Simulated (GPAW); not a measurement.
The system is Ta4C3.

```
CELL_PARAMETERS angstrom
4.44528 0.00000 0.00000
0.00000 4.44528 0.00000
0.00000 0.00000 4.44528
ATOMIC_POSITIONS crystal
Ta 0.00000 0.00000 0.00000
Ta 0.50000 0.50000 0.00000
Ta 0.50000 0.00000 0.50000
Ta 0.00000 0.50000 0.50000
C 0.00000 0.00000 0.50000
C 0.00000 0.50000 0.00000
C 0.50000 0.00000 0.00000
```

The cell comes from a database or a generator and needn't be the stable form of this composition.

Base run:

| Item | Value |
| --- | --- |
| Program | GPAW 26.7.0 |
| Functional | PBEsol |
| Potentials or basis | PAW data sets generated in the run's folder for this functional |
| Cutoff | 800 eV |
| Basis | pw |
| k mesh | 5 × 5 × 5 |
| Occupations | fermi-dirac, width 0.05 eV |
| Spin | no spin polarisation |

Its results: pressure -8.1 GPa.

Question: The run is repeated on the same cell with these changes: functional from PBEsol to LDA; potentials or basis from PAW data sets generated in the run's folder for this functional to the program's PAW data sets (release 1.2.1) made for this functional. What comes out?

Answer: Pressure -14.4 GPa.
